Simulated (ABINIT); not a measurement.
Here is an ABINIT 10.8.3 (patched build) calculation.

Contents of run.abi:

```
ndtset 2

pp_dirpath "./"
pseudos "In.GGA_PBE-JTH.xml, As.GGA_PBE-JTH.xml"

acell 3*1.0 Angstrom
rprim
     0.0000000000     2.8773040000     2.8773040000
     2.8773040000     0.0000000000     2.8773040000
     2.8773040000     2.8773040000     0.0000000000
ntypat 2
znucl 49 33
natom 2
typat 1 2
xred
     0.5000000000     0.5000000000     0.5000000000
     0.0000000000     0.0000000000     0.0000000000

ecut 26.0
pawecutdg 48.0

ixc 7

occopt 3
tsmear 0.05 eV

nstep 100

iomode 3
prtwf 0
prteig 0
prtebands 0
enunit 1
prtden1 1

kptopt1 1
ngkpt1 8 8 8
nshiftk1 1
shiftk1 0.0 0.0 0.0
nband1 18
tolvrs1 1.0e-9

iscf2 -2
getden2 1
nband2 24
nbdbuf2 4
tolwfr2 1.0e-11
kptopt2 -9
ndivsm2 6
prteig2 1
kptbounds2
     0.0000000000     0.0000000000     0.0000000000
     0.5000000000     0.0000000000     0.5000000000
     0.5000000000     0.2500000000     0.7500000000
     0.3750000000     0.3750000000     0.7500000000
     0.0000000000     0.0000000000     0.0000000000
     0.5000000000     0.5000000000     0.5000000000
     0.6250000000     0.2500000000     0.6250000000
     0.5000000000     0.2500000000     0.7500000000
     0.5000000000     0.5000000000     0.5000000000
     0.3750000000     0.3750000000     0.7500000000
```

Potentials or basis: JTH PAW PBE v2.0.

The run is started by

```bash
$ abinit run.abi > log 2>&1
```

Question: Estimate the pressure.

Answer: -5.3 GPa.

Question: What does it give for the band gap on the k mesh?

Answer: None (metal or under the smearing width).

Levels at the corners of the path, in eV from the Fermi level:
```csv
point,band 10,band 11,band 12,band 13,band 14,band 15,band 16,band 17,band 18,band 19
Γ,-14.16,-12.15,-0.88,-0.21,-0.21,-0.21,7.28,7.28,7.28,7.36
X,-14.08,-9.61,-4.69,-3.08,-2.23,-2.23,3.94,9.04,9.04,9.87
W,-14.08,-9.61,-4.83,-3.69,-3.69,2.13,3.99,6.84,6.84,10.47
K,-14.09,-9.70,-5.12,-4.16,-1.59,-0.20,5.50,6.64,7.82,8.46
Γ,-14.16,-12.15,-0.88,-0.21,-0.21,-0.21,7.28,7.28,7.28,7.36
L,-14.10,-10.50,-6.56,0.20,0.20,2.05,3.23,3.23,4.27,10.58
U,-14.09,-9.70,-5.12,-4.16,-1.59,-0.20,5.50,6.64,7.82,8.46
W,-14.08,-9.61,-4.83,-3.69,-3.69,2.13,3.99,6.84,6.84,10.47
L,-14.10,-10.50,-6.56,0.20,0.20,2.05,3.23,3.23,4.27,10.58
K,-14.09,-9.70,-5.12,-4.16,-1.59,-0.20,5.50,6.64,7.82,8.46
```

Caveat: the PAW data sets were made with another functional, which shifts forces and pressure a little; spin-orbit coupling is left out, which moves the levels of the heavy elements.
